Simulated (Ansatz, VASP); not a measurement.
# CdTe: VASP beside Ansatz, part 2 of 2

Wanted: the spread between two codes on one cell, functional and k mesh.

VASP 6.6.1 and Ansatz 0.2.0.

So far: Starting point; VASP: G0W0 gap, PBE.

## 3. Ansatz: G0W0 gap, PBE

Level of this step: Ansatz beside VASP: Kohn-Sham DFT, plane waves, PBE, G0W0 (Ansatz).

Ansatz runs on its default PAW (the set named soft_2) files.

The same cell, functional and mesh now go to Ansatz, which takes its cutoff from its data sets.

File input.yaml:

```yaml
crystal:
  lattice:
    - [0.0, 3.24, 3.24]
    - [3.24, 0.0, 3.24]
    - [3.24, 3.24, 0.0]
  atoms:
    - { symbol: Cd, position: [0.0, 0.0, 0.0] }
    - { symbol: Te, position: [0.25, 0.25, 0.25] }
hamiltonian:
  xc: pbe
  pseudopotentials: { kind: paw }
kpoints:
  mp_grid: { grid: [6, 6, 6] }
scf:
  occupations: { method: fixed }
gw:
  n_empty_bands: 151
  ecut_chi: 100.0
  qp_bands: [v2, c2]
  qp_kpoints: band_edges
  screening: { model: contour_deformation }
```

Command:

```
ansatz run input.yaml --threads 4 --pin off --max-ram 9216MiB --backend cpu --events-out ev --progress --plain --runs-dir out
```

Numbers of over 12 decimals in the logs are rounded to 6 here.

Log:

```text
Engine: ansatz 0.2.0, aarch64-unknown-linux-gnu
Pseudopotentials: kind: paw
Pseudopotential: Cd, paw, valence charge 20, recommended cutoff 420 eV (normal), Cd.paw.azcp
Pseudopotential: Te, paw, valence charge 16, recommended cutoff 420 eV (normal), Te.paw.azcp
Functional definition: PBE
  parameter kappa = 0.804
  parameter beta = 0.066725
  exchange = pbe_x(kappa = kappa, mu = beta*pi^2/3)
  correlation = pbe_c(beta = beta)
Crystal: 2 atoms, lattice volume = 68.024 Å³
Basis set: ecut = 420 eV, 1363 PW (Γ)
Bands: 22, of which v1, the nominal top of the filled ones, is band 18 counted from 1 (17 counted from 0)
Symmetry: 24 space group operations
Space group: F-43m (ITA 216), of the structure as read, at distance tolerance 4.1e-5 Å
k-points: 16 of 216 (time reversal used)
Non-local potential: Cd, projectors of the file, l = 0: 3, l = 1: 2, l = 2: 2, l = 3: 1
Non-local potential: Te, projectors of the file, l = 0: 2, l = 1: 2, l = 2: 2, l = 3: 2
PAW form: soft (Blöchl's): semilocal exchange-correlation on the pseudo side does not see the compensation charge
PAW one-centre angular grid: Cd, 590 points (default); XC on 64 Gauss nodes
PAW one-centre angular grid: Te, 590 points (default); XC on 64 Gauss nodes
Initial density: superposition of atomic densities (neutral atoms: chi_scale 0, normalization atom), corrected by the library's trained network
Initial wavefunctions: pseudopotential atomic-orbital guess
Functional: x = pbe(κ = 0.804, μ = 0.219515), c = pbe(β = 0.066725)
SCF iter   1: F=—  HF=-15235.300040 eV  |F-HF|=—  |Δ(HF+E_count)|=         —  Δρ=1.34e-3  dr2=3.00e-3  ethr=1.77e-3  ⟨swp⟩=4.9  Hψ=1366  notcnv=0  defer=29
preconditioner: auto → none  [insulator: Δε(μ)=0.753 eV  Ē_g=11.418 eV  n_scr=14 (ndim 8)  ℏωp=19.1 eV  f_vac=0.191  ε∞_Penn≈3.8]
SCF iter   2: F=—  HF=-15235.299446 eV  |F-HF|=—  |Δ(HF+E_count)|=   5.94e-4  Δρ=5.15e-4  dr2=1.88e-4  ethr=8.33e-6  ⟨swp⟩=3.0  Hψ=699  notcnv=0  defer=28
SCF iter   3: F=—  HF=-15235.299491 eV  |F-HF|=—  |Δ(HF+E_count)|=   4.44e-5  Δρ=1.95e-4  dr2=2.74e-5  ethr=5.22e-7  ⟨swp⟩=2.9  Hψ=663  notcnv=0  defer=28
SCF iter   4: F=—  HF=-15235.299520 eV  |F-HF|=—  |Δ(HF+E_count)|=   2.97e-5  Δρ=7.03e-5  dr2=4.03e-6  ethr=7.60e-8  ⟨swp⟩=2.0  Hψ=514  notcnv=0  defer=24
SCF iter   5: F=—  HF=-15235.299531 eV  |F-HF|=—  |Δ(HF+E_count)|=   1.06e-5  Δρ=1.79e-5  dr2=1.83e-7  ethr=1.12e-8  ⟨swp⟩=2.0  Hψ=497  notcnv=0  defer=26
SCF iter   6: F=-15235.299532 eV  HF=-15235.299532 eV  |F-HF|=7.81e-9  |Δ(HF+E_count)|=   8.96e-7  Δρ=2.23e-6  dr2=2.60e-9  ethr=2.78e-10  ⟨swp⟩=6.4  Hψ=1375  notcnv=0
SCF 1 converged in 6 iterations: F = -15235.299532 eV  dr2 = 2.60e-9
  greatest PAW one-centre occupation: 1.000 electrons in one spin orbital (limit 2), on the Cd atom at site 0 (counted from 0), in its partial waves of l = 0
NSCF: frozen V_eff on 16 k-points
G₀W₀ screening: q 1/16
G₀W₀ screening: q 2/16 (q-point 6)
G₀W₀ screening: q 3/16 (q-point 7)
G₀W₀ screening: q 4/16 (q-point 8)
G₀W₀ screening: q 5/16 (q-point 11)
G₀W₀ screening: q 6/16 (q-point 14)
G₀W₀ screening: q 7/16 (q-point 15)
G₀W₀ screening: q 8/16 (q-point 9)
G₀W₀ screening: q 9/16 (q-point 12)
G₀W₀ screening: q 10/16 (q-point 16)
G₀W₀ screening: q 11/16 (q-point 2)
G₀W₀ screening: q 12/16 (q-point 3)
G₀W₀ screening: q 13/16 (q-point 5)
G₀W₀ screening: q 14/16 (q-point 10)
G₀W₀ screening: q 15/16 (q-point 4)
G₀W₀ screening: q 16/16 (q-point 13)
G₀W₀ self-energy: k 1/9
G₀W₀ self-energy: k 2/9
G₀W₀ self-energy: k 3/9
G₀W₀ self-energy: k 4/9
G₀W₀ self-energy: k 5/9
G₀W₀ self-energy: k 6/9
G₀W₀ self-energy: k 7/9
G₀W₀ self-energy: k 8/9
G₀W₀ self-energy: k 9/9
NSCF: frozen V_eff on 1 k-points
NSCF: frozen V_eff on 1 k-points
SCF converged after 6 iterations
Free energy (F): -15235.299532 eV
Harris-Foulkes:  -15235.299532 eV  (|F-HF|=7.81e-9)
Internal energy: -15235.299532 eV  (E = F + TS)
E sigma→0 (E₀):  -15235.299532 eV
Fermi energy:    7.470176 eV
--- Per-component energies (eV) ---
  E_band       = -789.569343
  E_kinetic    = 685.797666
  E_local      = -5418.415731  (includes V_loc(G=0)·N_el)
  E_nonlocal   = -276.767219
  E_hartree    = 2733.170907
  E_xc         = -301.189994
  E_vxc        = -325.999526  (∫ρ·V_xc dr)
  E_paw        = -8745.870725  (= ΣΔE_a)
  E_vpaw       = -920.528430  (= ΣTr[D̂ρ^β])
  E_aug_tail   = -0.000149  (compensation charges beyond the density's cutoff)
  E_ewald      = -3912.024287
  E_smearing   = -0.000000  (= −TS)
  E_closure    = 0.000000  (closes the sum)
  Σ components = -15235.299532   (vs F -15235.299532, Δ=0.00e0)
--- Band table (eV; the first three rows and the last of 16) ---
  k-point 0: bands = [... 14 lower, -0.5505, 7.4702, 7.4702, 7.4702, 8.2425, 12.0872, 12.0872, 12.0872]
  k-point 1: bands = [... 14 lower, -0.5516, 5.7364, 7.2426, 7.2426, 9.3304, 12.2021, 12.4254, 12.4254]
  k-point 2: bands = [... 14 lower, -0.4480, 3.8935, 6.8616, 6.8616, 9.4034, 12.7123, 12.7123, 13.7302]
  k-point 15: bands = [... 14 lower, 0.0029, 3.2558, 5.2605, 5.3528, 11.1887, 11.2673, 14.1646, 14.4636]
--- G₀W₀: contour deformation, 7 samples at zero and on the imaginary axis and 3 off it, 216 q-points, 151 empty bands' worth ---
  eigenvalues of the whole cell's RPA ε∞ on this k-mesh (on a slab, of 1 + 4πα/V) = 12.8854, 12.8854, 12.8854; static W/v taken at q = 0 is 0.077607
  bands read: the sum over 169 bands ends inside a degenerate multiplet in 4 slots, whose members it reads at an even weight; the widest, k=0: bands 169 to 170 (counted from 1) at 1/2 each
  gw.qp_kpoints: band_edges: 9 of 16 stored k-points solved, in 1 pass; an edge of the gap read off the rows below is read off those points alone
    valence top: of the k-points left out ik 7 came nearest to being solved in a further pass, in band 18 (counted from 1, as in the quasiparticle table): it holds the edge there only if its correction is more favourable than any solved in that band by at least 0.797 eV; those differ by 0.131 eV
    conduction bottom: of the k-points left out ik 10 came nearest to being solved in a further pass, in band 19 (counted from 1, as in the quasiparticle table): it holds the edge there only if its correction is more favourable than any solved in that band by at least 1.811 eV; those differ by 0.319 eV
    ik  band        ε_KS         Σx   Σc(E_QP)       V_xc       Z   E_QP_lin       E_QP  E_QP is
     0    17      7.4702   -17.7477     1.3784   -15.8903  0.7478     6.9748     6.9912  root
     0    18      7.4702   -17.7477     1.3784   -15.8903  0.7478     6.9748     6.9912  root
     0    19      8.2425    -9.6353    -3.4846   -13.3056  0.7730     8.4297     8.4282  root
     0    20     12.0872    -6.6721    -4.0304   -10.8516  0.7519    12.2373    12.2363  root
     1    17      7.2426   -17.4159     1.4417   -15.4741  0.7459     6.7236     6.7425  root
     1    18      7.2426   -17.4159     1.4417   -15.4741  0.7459     6.7236     6.7425  root
     1    19      9.3304    -9.6706    -3.4964   -13.3460  0.7648     9.5108     9.5093  root
     1    20     12.2021    -7.0365    -4.0357   -11.1818  0.7503    12.3123    12.3117  root
     2    17      6.8616   -16.9752     1.5733   -14.8683  0.7419     6.3045     6.3280  root
     2    18      6.8616   -16.9752     1.5733   -14.8683  0.7419     6.3045     6.3280  root
     2    19      9.4034    -8.5659    -3.6558   -12.4012  0.7671     9.5843     9.5828  root
     2    20     12.7123    -6.6540    -4.1711   -10.9694  0.7432    12.8576    12.8566  root
     3    17      6.6961   -16.8015     1.6321   -14.6224  0.7401     6.1234     6.1491  root
     3    18      6.6961   -16.8015     1.6321   -14.6224  0.7401     6.1234     6.1491  root
     3    19      9.2941    -8.5129    -3.6244   -12.3079  0.7683     9.4660     9.4647  root
     3    20     12.6783    -6.5370    -4.1136   -10.7746  0.7445    12.8030    12.8023  root
     4    17      6.8663   -16.8858     1.5460   -14.8096  0.7421     6.3130     6.3361  root
     4    18      6.8663   -16.8858     1.5460   -14.8096  0.7421     6.3130     6.3361  root
     4    19      9.9661   -10.4415    -3.5908   -14.2535  0.7571    10.1898    10.1873  root
     4    20     11.1944    -6.1249    -3.7911    -9.9646  0.7637    11.2431    11.2429  root
     6    17      5.8241   -15.9575     1.8265   -13.5534  0.7287     5.2138     5.2465  root
     6    18      6.3759   -16.4185     1.7339   -14.1158  0.7359     5.7773     5.8072  root
     6    19     10.2539    -8.8059    -3.7703   -12.7752  0.7595    10.4549    10.4530  root
     6    20     12.1824    -6.3935    -4.0340   -10.5016  0.7490    12.2568    12.2565  root
[...]
9    17      5.9746   -15.9880     1.8773   -13.5193  0.7295     5.3479     5.3832  root
     9    18      5.9746   -15.9880     1.8773   -13.5193  0.7295     5.3479     5.3832  root
     9    19     10.2099    -7.2896    -3.6171   -10.9898  0.7664    10.2932    10.2930  root
     9    20     10.6369    -7.2368    -3.7513   -11.0591  0.7627    10.7082    10.7080  root
    12    17      5.6082   -15.6197     2.0119   -12.9979  0.7234     4.9578     4.9982  root
    12    18      5.6082   -15.6197     2.0119   -12.9979  0.7234     4.9578     4.9982  root
    12    19     10.0852    -5.9804    -3.4694    -9.3833  0.7744    10.0189    10.0187  root
    12    20     10.1511    -8.1710    -3.6440   -11.9485  0.7630    10.2854    10.2846  root
```

The job ended after 2 min (4 threads of Arm Neoverse V2, shared host; peak memory 0.67 GiB).

Reading the cycles: dr2 is the Hartree energy of the density residual (eV), the measure of convergence; HF is the Harris–Foulkes estimate of the energy, which meets the free energy F at convergence.

## 4. Comparison

Known differences besides the potentials themselves: the two programs' PAW sets differ in cores and partial waves; the data sets hold 36 valence electrons in Ansatz (default PAW (the set named soft_2) files) and 18 in VASP; the cutoff is 420 eV in Ansatz and 300 eV in VASP; VASP leaves aspherical gradient terms in its spheres out (LASPH is not set), Ansatz keeps them; Ansatz integrates over frequency by contour deformation, VASP on a grid of NOMEGA points. Total energies have different zeros and are not compared.

The two programs side by side:

```
                 quantity  Ansatz  VASP  difference
G0W0 gap on the mesh (eV)    1.45  1.52       -0.07
    PBE gap under it (eV)    0.77  0.76       +0.01
```

## 5. What came out

```json
{
  "difference in G0W0 gap on the mesh (G0W0 gap, PBE)": "-0.070 eV"
}
```

In words: The difference in G0W0 gap on the mesh is -0.070 eV (G0W0 gap, PBE), within the 0.15 eV picked in this series as the mark of a large difference. How closely two codes agree says nothing of how well the functional describes the real material.

[Lines on the potential files, build, host, timing and source positions are cut from VASP's logs without a mark.]

[Logs are printed without paths, hosts, clocks, repeated set-up lines and the standing remarks that a program may print on its own settings, such as how far it seeks lower states.]

[Hosts, paths, dates, database ids (printed as entryN), source tags and the programs' standing remarks are cut or masked in the printed files.]
